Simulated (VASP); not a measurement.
# KF (Carobbiite): K into a neighbouring K vacancy, part 3 of 5

How hard is this move in KF (Carobbiite): K into a neighbouring K vacancy? Both ends are relaxed first, then a band of images between them. The start is a cell from a database of measured crystal structures.

VASP 6.6.1; PBEsol; plane waves and PAW (K_pv, F).

So far. Step 2 (Relax the host): The run ended after 3 ionic steps, 0.001 eV below its first step, once forces and stress met EDIFFG = -0.02. Step 3 (Relax the start): The run ended after 8 ionic steps, 0.647 eV below its first step, once the forces on the free atoms met EDIFFG = -0.05.

**4. Relax the end**

The end state is relaxed in the same way, so that both ends share their errors.

This cell carries charge -1, set by NELECT and balanced by a uniform background.

Input file INCAR:

```
SYSTEM = K26F27
PREC = Normal
ENCUT = 400
EDIFF = 1E-05
NELM = 120
ISMEAR = 0
SIGMA = 0.05
LREAL = Auto
ALGO = Fast
GGA = PS
NELECT = 372
NBANDS = 228
LORBIT = 11
LWAVE = .FALSE.
LCHARG = .FALSE.
NCORE = 6
IBRION = 2
NSW = 60
ISIF = 2
EDIFFG = -0.05
POTIM = 0.4
MAXMIX = 40
ISYM = 0
```

Input file POSCAR:

```
K26F27
1.0
    0.0000000000      8.0502561219      8.0502561219
    8.0502561219      0.0000000000      8.0502561219
    8.0502561219      8.0502561219      0.0000000000
K F
26 27
Direct
    0.0008254023     -0.0014133670      0.0014094742
    0.0019390908     -0.0001996387      0.6653027404
    0.0018856341      0.3319673534      0.0030147661
    0.0004893414      0.3326638770      0.3325310101
    0.0000437262      0.3337218068      0.6665483396
    0.0023921472      0.6628466413     -0.0003310228
    0.0038858836      0.6660535386      0.3310318742
   -0.0015702471      0.6659209122      0.6686372969
    0.3294445087      0.0010583689      0.0060757329
    0.3324785605     -0.0030077904      0.3344041967
    0.3340768732      0.0023029982      0.6647826127
    0.3288220017      0.3379482706     -0.0022245669
    0.3369297547      0.3301545529      0.3324936887
    0.3336002814      0.3376089245      0.6637535302
    0.3299644600      0.6709617593      0.0007235636
    0.3325682589      0.6642874014      0.3340398507
    0.3294422660      0.6698221454      0.6681499112
    0.6649420557      0.0011300649      0.0001158158
    0.6657469897     -0.0019884109      0.3339214413
    0.6665391790     -0.0007016189      0.6662801511
    0.6671677927      0.3347034805     -0.0012293071
    0.6660726048      0.3322758171      0.3335879039
    0.6663943859      0.3348944797      0.6637974505
    0.6676056508      0.6666201875     -0.0027919845
    0.6631612454      0.6651554381      0.3358447123
    0.6647122804      0.6651121430      0.6692659107
    0.1634399246      0.1670955149      0.1681516013
    0.1665777538      0.1672589772      0.4996455222
    0.1701638468      0.1616722457      0.8343384450
    0.1689072133      0.4968779805      0.1659635673
    0.1657670590      0.5007511892      0.5000558869
    0.1662770069      0.5020759157      0.8318680139
    0.1662657420      0.8339256368      0.1649069467
    0.1647578574      0.8330993045      0.5013396862
    0.1624295611      0.8350093672      0.8331970903
    0.4982949760      0.1684412395      0.1649902843
    0.5000482128      0.1643457551      0.5021846100
    0.4981385991      0.1624225138      0.8360224884
    0.4943746783      0.5038121246      0.1705562655
    0.4966704314      0.4989087685      0.5032306106
    0.4997248587      0.4991572980      0.8357335693
    0.4998246077      0.8312509583      0.1680494357
    0.4988646042      0.8327919312      0.5016305316
    0.5003615708      0.8307968695      0.8324112689
    0.8332398700      0.1687031353      0.1671180947
    0.8325200427      0.1655346802      0.5014664403
    0.8343357403      0.1648948741      0.8367648182
    0.8332757669      0.4988618771      0.1663321047
    0.8340149954      0.4985955845      0.4996616653
    0.8319485824      0.5021894756      0.8347185852
    0.8335618463      0.8366742385      0.1656909580
    0.8326601864      0.8330965290      0.4986649432
    0.8316915277      0.8348879497      0.8314937138
```

Input file KPOINTS:

```
Automatic mesh
0
Gamma
1 1 1
0 0 0
```

PAW data sets: K_pv and F (PBE family, release 64).

Run with:

```sh
mpirun -np 6 vasp_gam
```

Log:

```text
[... set-up lines as in an earlier step ...]
 entering main loop
       N       E                     dE             d eps       ncg     rms          rms(c)
DAV:   1     0.436762140648E+04    0.43676E+04   -0.16493E+05   472   0.136E+03
DAV:   2     0.435263250051E+03   -0.39324E+04   -0.37342E+04   584   0.396E+02
DAV:   3    -0.230938306648E+03   -0.66620E+03   -0.66196E+03   528   0.165E+02
DAV:   4    -0.255174124134E+03   -0.24236E+02   -0.24164E+02   512   0.321E+01
DAV:   5    -0.255396407881E+03   -0.22228E+00   -0.22215E+00   520   0.346E+00BRMIX: very serious problems
 the old and the new charge density differ
 old charge density:   371.00000 new  372.00000
    0.290E+01
RMM:   6    -0.225834369159E+03    0.29562E+02   -0.12174E+02   456   0.171E+01    0.154E+01
RMM:   7    -0.225498953855E+03    0.33542E+00   -0.11005E+01   456   0.410E+00    0.111E+01
RMM:   8    -0.225348415286E+03    0.15054E+00   -0.25861E+00   456   0.407E+00    0.149E+00
RMM:   9    -0.225392098422E+03   -0.43683E-01   -0.61056E-01   456   0.118E+00    0.597E-01
RMM:  10    -0.225419580527E+03   -0.27482E-01   -0.99786E-02   456   0.681E-01    0.450E-01
RMM:  11    -0.225418307338E+03    0.12732E-02   -0.14134E-02   460   0.211E-01    0.130E-01
RMM:  12    -0.225419198826E+03   -0.89149E-03   -0.82744E-03   456   0.187E-01    0.159E-01
RMM:  13    -0.225418969925E+03    0.22890E-03   -0.66122E-03   456   0.148E-01    0.856E-02
RMM:  14    -0.225418836394E+03    0.13353E-03   -0.68314E-04   456   0.499E-02    0.203E-02
RMM:  15    -0.225418885012E+03   -0.48618E-04   -0.43983E-04   378   0.364E-02    0.398E-02
RMM:  16    -0.225418858787E+03    0.26225E-04   -0.11367E-04   378   0.193E-02    0.652E-03
RMM:  17    -0.225418862326E+03   -0.35386E-05   -0.42397E-05   351   0.102E-02
   1 F= -.22541886E+03 E0= -.22541886E+03  d E =-.225419E+03
 curvature:   0.00 expect dE= 0.000E+00 dE for cont linesearch  0.000E+00
 trial: gam= 0.00000 g(F)=  0.250E+00 g(S)=  0.000E+00 ort = 0.000E+00 (trialstep = 0.100E+01)
 search vector abs. value=  0.250E+00
 bond charge predicted
       N       E                     dE             d eps       ncg     rms          rms(c)
DAV:   1    -0.225568597316E+03   -0.14974E+00   -0.45548E+01   480   0.130E+01    0.768E-01
RMM:   2    -0.225651448482E+03   -0.82851E-01   -0.87290E-01   456   0.179E+00    0.672E-01
RMM:   3    -0.225645641602E+03    0.58069E-02   -0.60546E-02   456   0.543E-01    0.394E-01
RMM:   4    -0.225644960621E+03    0.68098E-03   -0.33592E-02   456   0.354E-01    0.271E-01
RMM:   5    -0.225642986742E+03    0.19739E-02   -0.13262E-02   456   0.217E-01    0.826E-02
RMM:   6    -0.225643040851E+03   -0.54109E-04   -0.11180E-03   456   0.651E-02    0.331E-02
RMM:   7    -0.225643078651E+03   -0.37800E-04   -0.44743E-04   456   0.429E-02    0.336E-02
RMM:   8    -0.225643065077E+03    0.13574E-04   -0.75691E-05   366   0.180E-02    0.142E-02
RMM:   9    -0.225643072653E+03   -0.75764E-05   -0.11730E-04   374   0.205E-02    0.210E-02
RMM:  10    -0.225643064206E+03    0.84472E-05   -0.29578E-05   349   0.109E-02
   2 F= -.22564306E+03 E0= -.22564306E+03  d E =-.224202E+00
[...]
3 F= -.22599181E+03 E0= -.22599181E+03  d E =-.572951E+00
[...]
4 F= -.22599977E+03 E0= -.22599977E+03  d E =-.580906E+00
[...]
5 F= -.22604674E+03 E0= -.22604674E+03  d E =-.469729E-01
[...]
6 F= -.22610161E+03 E0= -.22610161E+03  d E =-.101836E+00
[...]
7 F= -.22610174E+03 E0= -.22610174E+03  d E =-.101968E+00
[...]
8 F= -.22611115E+03 E0= -.22611115E+03  d E =-.941844E-02
 trial-energy change:   -0.009418  1 .order   -0.009407   -0.011586   -0.007227
 step:   7.0335(harm=  7.0335)  dis= 0.02380  next Energy=  -226.117132 (dE=-0.154E-01)
 bond charge predicted
       N       E                     dE             d eps       ncg     rms          rms(c)
DAV:   1    -0.226088789046E+03    0.22370E-01   -0.16612E+01   456   0.882E+00    0.475E-01
RMM:   2    -0.226115743658E+03   -0.26955E-01   -0.28116E-01   456   0.112E+00    0.882E-02
RMM:   3    -0.226116743609E+03   -0.99995E-03   -0.16683E-02   456   0.319E-01    0.500E-02
RMM:   4    -0.226117025249E+03   -0.28164E-03   -0.26094E-03   455   0.116E-01    0.267E-02
RMM:   5    -0.226117074338E+03   -0.49089E-04   -0.52938E-04   451   0.526E-02    0.204E-02
RMM:   6    -0.226117080740E+03   -0.64020E-05   -0.12836E-04   431   0.247E-02    0.125E-02
RMM:   7    -0.226117080205E+03    0.53480E-06   -0.35762E-05   323   0.135E-02
   9 F= -.22611708E+03 E0= -.22611708E+03  d E =-.153438E-01
 curvature:  -3.86 expect dE=-0.974E-03 dE for cont linesearch -0.217E-05
 trial: gam= 0.07059 g(F)=  0.252E-03 g(S)=  0.000E+00 ort =-0.520E-04 (trialstep = 0.352E+01)
 search vector abs. value=  0.269E-03
 reached required accuracy - stopping structural energy minimisation
```

Elapsed: 1.9 min, on 6 MPI ranks of AMD EPYC 7R43, shared host; peak memory 1 GiB; 11 min of CPU time.

Parts of OUTCAR (step 4):

```text
NELECT = 372

 ion  position               nearest neighbor table
   1  0.001  0.999  0.001-  33 2.65  51 2.65  47 2.67  35 2.67  29 2.68  45 2.70  15 3.74   7 3.77
                             9 3.78  19 3.80   3 3.81  21 3.81   2 3.81  11 3.81   5 3.81  18 3.82
   2  0.002  1.000  0.665-  35 2.64  34 2.66  28 2.67  46 2.68  53 2.70  47 2.71  17 3.74  10 3.77
                             4 3.79  11 3.79   5 3.80   8 3.80   1 3.81  20 3.82  23 3.82   6 3.82
   3  0.002  0.332  0.003-  27 2.63  48 2.66  45 2.67  32 2.69  50 2.72  29 2.73  12 3.73   4 3.75
                             9 3.75   6 3.75  22 3.79   8 3.80  24 3.81   1 3.81  21 3.82  14 3.82
   4  0.000  0.333  0.333-  27 2.66  30 2.68  49 2.68  28 2.68  48 2.68  46 2.70   3 3.75   6 3.77
                            12 3.77  23 3.79   2 3.79  10 3.80  22 3.80   5 3.81   7 3.81  25 3.81
   5  0.000  0.334  0.667-  31 2.68  49 2.68  28 2.68  47 2.69  50 2.71  29 2.72   8 3.78  21 3.79
                            11 3.79  26 3.80   2 3.80   7 3.80  14 3.80   4 3.81  23 3.81   1 3.81
   6  0.002  0.663  1.000-  32 2.65  35 2.68  30 2.68  48 2.68  53 2.73  51 2.74  12 3.71  17 3.75
                             3 3.75   8 3.77   4 3.77  15 3.78   7 3.80  24 3.80   2 3.82   1 3.82
   7  0.004  0.666  0.331-  33 2.66  31 2.66  30 2.69  52 2.69  51 2.70  49 2.72  15 3.74  16 3.75
                             1 3.77   6 3.80   5 3.80   4 3.81  13 3.81   8 3.81  19 3.81  26 3.86
   8  0.998  0.666  0.669-  50 2.66  32 2.67  53 2.67  34 2.68  31 2.69  52 2.70  24 3.75   6 3.77
                            14 3.78   5 3.78  20 3.79  17 3.79  26 3.80   2 3.80   3 3.80  16 3.81
   9  0.329  0.001  0.006-  27 2.64  38 2.66  33 2.66  29 2.67  42 2.68  44 2.77  10 3.73   3 3.75
                             1 3.78  16 3.78  12 3.79  15 3.79  18 3.79  24 3.83  11 3.85  20 3.85
  10  0.332  0.997  0.334-  34 2.67  42 2.67  43 2.69  27 2.70  28 2.70  36 2.72   9 3.73  17 3.76
                             2 3.77  25 3.77  16 3.79  18 3.80  19 3.80   4 3.80  11 3.80  13 3.81
  11  0.334  0.002  0.665-  37 2.64  29 2.65  28 2.68  43 2.68  44 2.69  35 2.73  13 3.76  19 3.77
                            20 3.78   5 3.79   2 3.79  17 3.79  15 3.80  10 3.80  26 3.80  14 3.81
  12  0.329  0.338  0.998-  30 2.63  32 2.64  41 2.67  27 2.71  36 2.71  38 2.72   6 3.71   3 3.73
                            17 3.77   4 3.77  14 3.78   9 3.79  13 3.81  15 3.81  23 3.82  18 3.83
  13  0.337  0.330  0.332-  36 2.65  39 2.67  37 2.68  28 2.68  30 2.69  31 2.72  11 3.76  19 3.76
                            22 3.77  21 3.78  16 3.79  14 3.80  10 3.81   7 3.81  12 3.81   4 3.82
  14  0.334  0.338  0.664-  40 2.61  31 2.67  32 2.68  37 2.70  38 2.71  29 2.73  16 3.74  22 3.77
                            23 3.77   8 3.78  12 3.78  17 3.78  13 3.80   5 3.80  11 3.81   3 3.82
  15  0.330  0.671  0.001-  33 2.63  44 2.66  39 2.69  35 2.70  30 2.70  41 2.71   7 3.74   1 3.74
                            16 3.77   6 3.78   9 3.79  26 3.79  17 3.80  11 3.80  24 3.80  12 3.81
  16  0.333  0.664  0.334-  39 2.61  31 2.66  40 2.68  42 2.69  33 2.70  34 2.71  14 3.74   7 3.75
                            15 3.77  25 3.78   9 3.78  13 3.79  22 3.79  10 3.79   8 3.81  17 3.82
  17  0.329  0.670  0.668-  35 2.66  32 2.66  34 2.67  43 2.68  40 2.70  41 2.72   2 3.74   6 3.75
                            10 3.76  12 3.77  14 3.78   8 3.79  25 3.79  11 3.79  15 3.80  26 3.80
  18  0.665  0.001  0.000-  38 2.66  36 2.67  47 2.68  51 2.69  53 2.70  42 2.70   9 3.79  19 3.79
                            10 3.80  20 3.80  21 3.80  24 3.81  23 3.81   1 3.82  25 3.82   2 3.82
  19  0.666  0.998  0.334-  51 2.65  52 2.67  43 2.67  37 2.69  36 2.71  45 2.72  13 3.76  11 3.77
                            18 3.79  25 3.79  20 3.80  10 3.80   1 3.80  26 3.80  22 3.81   7 3.81
  20  0.667  0.999  0.666-  53 2.66  37 2.66  46 2.67  38 2.68  52 2.69  44 2.69  11 3.78  24 3.78
[...]
52  0.833  0.833  0.499-  19 2.67  20 2.69   7 2.69   8 2.70  26 2.70
  53  0.832  0.835  0.831-  20 2.66   8 2.67  24 2.68  18 2.70   2 2.70   6 2.73

 Found      1 irreducible k-points:

 E-fermi :  -4.5547

 k-point     1 :       0.0000    0.0000    0.0000
  band No.  band energies     occupation
    ...
    182      -4.9033      2.00000
    183      -4.9001      2.00000
    184      -4.8983      2.00000
    185      -4.8794      2.00000
    186      -4.8779      2.00000
    187       0.9237      0.00000
    188       3.1192      0.00000
    189       3.1405      0.00000
    190       3.2349      0.00000
    191       3.2374      0.00000
    ...

  Total      -28.6373485    -28.6486518    -28.6004296      0.1749604      0.1968043      0.2047492
  in kB      -43.9728180    -43.9901742    -43.9161288      0.2686527      0.3021942      0.3143936
  external PRESSURE =     -43.9597070 kB  Pullay stress =       0.0000000 kB

 POSITION                                       TOTAL-FORCE (eV/Angst)
 -----------------------------------------------------------------------------------
      0.06302      8.10416      8.04648         0.000159     -0.002377     -0.002672
      5.31526     13.35765      8.04784         0.007196     -0.000307     -0.005409
      2.68457      8.10842     10.67362         0.002597     -0.005672     -0.007376
      5.31497     10.73526     10.67196        -0.007290     -0.004807     -0.004200
      8.05361     13.41816     10.72796         0.011655     -0.002076     -0.010054
      5.36774      8.04781     13.41286        -0.013153     -0.001627      0.002313
      8.09822     10.73120     13.46662         0.011100     -0.002066     -0.002008
     10.73458     13.35126     13.47044         0.003088      0.005387     -0.011546
      8.11176      2.68910     10.66673        -0.006090     -0.009996      0.006793
     10.73589      5.31004     10.66851        -0.002448     -0.002218      0.010059
     13.41415      8.05296     10.72489         0.004821      0.008389      0.004659
     10.73212     10.72676      5.39569        -0.000504     -0.000403      0.009961
      5.35799      5.35994      5.36610        -0.001076      0.003011      0.004997
      8.05437      8.05134      5.36388        -0.002978      0.002644      0.000459
     13.38768     10.72589      8.04407        -0.011497      0.007142      0.008943
      8.11410      5.30892      8.03902        -0.006529     -0.001509      0.006726
     10.74376      8.08031      8.04579        -0.004813      0.011320     -0.006804
      0.00379      5.36185      5.36546        -0.001605     -0.010372      0.003328
     10.72781      8.10152     13.46843         0.007944      0.000993      0.000721
     13.35371     10.72889     13.46526         0.007666      0.000929      0.001709
     10.74444     13.37784      8.04659        -0.010783      0.001736      0.005349
      5.31592      8.10752      8.04600        -0.006054     -0.003373     -0.002427
      8.09186     10.73629      8.03917        -0.005145     -0.002240     -0.000239
      5.36809      5.36084     10.72354        -0.012378     -0.002658      0.005347
      8.05455      8.05547     10.72183        -0.000309     -0.002629     -0.002919
     10.72563     10.73160     10.68939         0.014973      0.009054      0.001938
      2.69127      2.68630      2.87092        -0.004315      0.001148     -0.004348
      5.37547      5.37672      2.69037         0.004054      0.001833      0.001424
      8.04583      8.05082      2.68649        -0.010726     -0.012337     -0.002067
      5.36940      2.68035      5.36062         0.000852     -0.001625     -0.005394
      8.03987      5.36999      5.34957        -0.007246      0.001631      0.001993
     10.73706      8.03276      5.35441        -0.005398      0.008663      0.002550
      7.86382      2.67909      8.04201         0.000358      0.010827     -0.001940
     10.74196      5.55314      8.04276        -0.003075      0.009304      0.007352
     13.43566      8.03593      8.04344        -0.012307      0.009752      0.004595
      2.67490      5.36499      5.35748         0.013634      0.001710     -0.001464
      5.36742      8.04346      5.35793         0.009132     -0.019459     -0.016018
      8.04075     10.72852      5.34467         0.002265      0.001537      0.006262
[...]
-----------------------------------------------------------------------------------
    total drift:                                0.017456      0.021989     -0.002040

  FREE ENERGIE OF THE ION-ELECTRON SYSTEM (eV)
  ---------------------------------------------------
  free  energy   TOTEN  =      -226.1170802053 eV

  energy  without entropy=     -226.1170802053  energy(sigma->0) =     -226.11708021

 total charge
# of ion       s       p       d       tot
------------------------------------------
    1        0.075   6.126   0.093   6.294
    2        0.075   6.126   0.094   6.294
    3        0.075   6.125   0.093   6.293
    4        0.074   6.125   0.093   6.293
    5        0.076   6.130   0.095   6.301
    6        0.076   6.130   0.095   6.301
    7        0.075   6.126   0.094   6.294
    8        0.074   6.125   0.093   6.293
    9        0.074   6.125   0.093   6.293
   10        0.075   6.125   0.093   6.293
   11        0.076   6.129   0.095   6.300
   12        0.083   6.150   0.107   6.340
   13        0.076   6.129   0.095   6.300
   14        0.076   6.129   0.095   6.300
   15        0.083   6.151   0.107   6.341
   16        0.074   6.125   0.093   6.292
   17        0.083   6.150   0.107   6.340
   18        0.076   6.130   0.095   6.301
   19        0.075   6.126   0.093   6.294
   20        0.074   6.125   0.093   6.293
   21        0.083   6.151   0.107   6.341
   22        0.074   6.125   0.093   6.293
   23        0.083   6.150   0.107   6.340
   24        0.076   6.129   0.095   6.300
   25        0.076   6.129   0.095   6.300
   26        0.083   6.150   0.107   6.340
   27        1.765   4.364   0.000   6.129
   28        1.764   4.362   0.000   6.126
   29        1.764   4.362   0.000   6.126
   30        1.764   4.360   0.000   6.124
   31        1.764   4.362   0.000   6.126
   32        1.764   4.359   0.000   6.123
   33        1.765   4.364   0.000   6.129
   34        1.765   4.364   0.000   6.129
   35        1.764   4.360   0.000   6.124
   36        1.764   4.359   0.000   6.124
   37        1.764   4.362   0.000   6.126
[...]
--------------------------------------------------
tot         49.638 277.201   2.520 329.359

[... 6 parts as in an earlier step ...]

[... 1 further part left out ...]
```

Step by step:

| step | energy less that of the first step (eV) | largest force (eV/Å) |
| --- | --- | --- |
| 1 | 0.0000 | 0.7100 |
| 2 | -0.2242 | 0.6063 |
| 3 | -0.5730 | 0.2959 |
| 4 | -0.5809 | 0.3586 |
| 5 | -0.6279 | 0.2514 |
| 6 | -0.6827 | 0.0931 |
| 7 | -0.6829 | 0.0926 |
| 8 | -0.6923 | 0.0591 |
| 9 | -0.6982 | 0.0268 |

The atoms that moved most (Å):

| atom | dx | dy | dz | length |
| --- | --- | --- | --- | --- |
| F27 | -0.008 | 0.017 | 0.210 | 0.211 |
| F45 | -0.015 | -0.199 | -0.022 | 0.201 |
| F46 | 0.195 | -0.006 | 0.007 | 0.196 |
| F52 | 0.003 | 0.007 | -0.194 | 0.194 |
| F34 | -0.001 | 0.191 | 0.010 | 0.191 |
| F33 | -0.177 | 0.013 | -0.010 | 0.178 |
| K8 | -0.009 | -0.069 | 0.072 | 0.100 |
| K16 | 0.077 | -0.057 | 0.014 | 0.097 |

Numbers from this step:

```yaml
electronic_cycles: 86
free_energy_toten: -226.1171 eV
fermi_energy: -4.555 eV
gap_on_the_k_mesh: 5.802 eV
least_direct_gap_on_the_k_mesh: 5.802 eV
```

The run ended after 9 ionic steps, 0.698 eV below its first step, once the forces on the free atoms met EDIFFG = -0.05.

(Part 3 of 5 ends here.)

[Lines on the potential files, build, host, timing and source positions are cut from VASP's logs without a mark.]

[Logs are printed without paths, hosts, clocks, repeated set-up lines and the standing remarks that a program may print on its own settings, such as how far it seeks lower states.]

[Hosts, paths, dates, database ids (printed as entryN), source tags and the programs' standing remarks are cut or masked in the printed files.]

[Runs that stopped without an error message from VASP are left out.]
